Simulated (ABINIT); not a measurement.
Crystal: HfO2.

```
Hf O
1.0
     0.00000    2.55750    2.55750
     2.55750    0.00000    2.55750
     2.55750    2.55750    0.00000
Hf O
1 2
Direct
  0.00000 0.00000 0.00000
  0.75000 0.75000 0.75000
  0.25000 0.25000 0.25000
```

Measurements of this composition are mostly on another form, of space group No. 14.

Base run:

- Program: ABINIT 10.8.3 (patched build)
- Functional: PBE
- Potentials or basis: PseudoDojo NC SR PBE v0.4.1 standard
- Cutoff: 952 eV
- k mesh: 6 × 6 × 6
- Occupations: fixed
- Spin: no spin polarisation

Its results: band gap on the k mesh 3.77 eV, direct.

**Question.** The run is repeated on the same cell with these changes: functional from PBE to HSE06. What comes out?

**Answer.** Band gap on the k mesh 5.27 eV, direct.

HSE06 gives the wider gap, since exact exchange removes part of the self-interaction.

Caveats: spin-orbit coupling is left out, which moves the levels of the heavy elements; Libxc's HSE differs a little from that of other programs (some runs).

A k mesh can miss the band edges.
